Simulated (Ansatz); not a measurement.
The calculation used Ansatz, DFT PBE, scalar-relativistic, plane waves, PAW. Settings: cutoff 420 eV, Γ-centred meshes spaced at most about 0.3 Å⁻¹, and about 0.25 Å⁻¹ or finer for metals (2π included), Gaussian smearing. No spin polarisation.

Temperature and zero-point effects are left out.

Two forms of Ga3H were relaxed alike.

1.

```cif
data_structure
_symmetry_space_group_name_H-M 'Pm-3m'
_symmetry_Int_Tables_number 221
_cell_length_a 3.9782
_cell_length_b 3.9782
_cell_length_c 3.9782
_cell_angle_alpha 90.000
_cell_angle_beta 90.000
_cell_angle_gamma 90.000
_cell_volume 62.96
loop_
_atom_site_label
_atom_site_type_symbol
_atom_site_symmetry_multiplicity
_atom_site_Wyckoff_symbol
_atom_site_fract_x
_atom_site_fract_y
_atom_site_fract_z
_atom_site_occupancy
Ga1 Ga 3 c 0.00000 0.50000 0.50000 1
H1 H 1 a 0.00000 0.00000 0.00000 1
```

2.

```cif
data_structure
_symmetry_space_group_name_H-M 'Fm-3m'
_symmetry_Int_Tables_number 225
_cell_length_a 6.2633
_cell_length_b 6.2633
_cell_length_c 6.2633
_cell_angle_alpha 90.000
_cell_angle_beta 90.000
_cell_angle_gamma 90.000
_cell_volume 245.70
loop_
_atom_site_label
_atom_site_type_symbol
_atom_site_symmetry_multiplicity
_atom_site_Wyckoff_symbol
_atom_site_fract_x
_atom_site_fract_y
_atom_site_fract_z
_atom_site_occupancy
Ga1 Ga 8 c 0.25000 0.75000 0.75000 1
Ga2 Ga 4 b 0.50000 0.00000 0.00000 1
H1 H 4 a 0.00000 0.00000 0.00000 1
```

Question: Which would you expect to be lower, and how large is the difference?

Answer: Cell 2 is lower, by 47 meV/atom. Cell 1 has the Cu3Au (L1_2) type, space group Pm-3m (No. 221), 15.7 Å³/atom and no gap on its mesh; cell 2 has the BiF3 (D0_3) type, space group Fm-3m (No. 225), 15.4 Å³/atom and no gap. Counting Ga atoms around H (those within 1.25 times the shortest such distance or 1.15 times the sum of covalent radii; a plus sign parts nearer from farther groups; the shortest distance is added where it is long for a bond), cell 1 has H 12 from 2.8 Å and cell 2 has H 8+6 from 2.7 Å. Even the lower one lies +0.36 eV/atom against the reference forms of the elements (uncorrected), so neither is stable at this level. In cell 1, Ga has 4 H at 2.81 Å and 8 Ga at 2.81 Å; H has 12 Ga at 2.81 Å (long contacts). In cell 2, around Ga on a site of symmetry -43m lie 4 Ga at 2.71 Å, 4 H at 2.71 Å and 6 Ga at 3.13 Å; Ga on a site of symmetry m-3m is surrounded by 8 Ga at 2.71 Å and 6 H at 3.13 Å; H has 8 Ga at 2.71 Å and 6 Ga at 3.13 Å (long contacts). Both come from invented guesses. The lowest form computed isn't among them: it has space group P6_3/mmc (No. 194), 16.0 Å³/atom and lies 89 meV/atom below the best shown.

With hydrogen, zero-point motion can shift such differences by 10 meV/atom or more. Cells relaxed within their symmetry can be saddle points. Some types were kept out of the candidates beforehand, so the set may lack a known form.
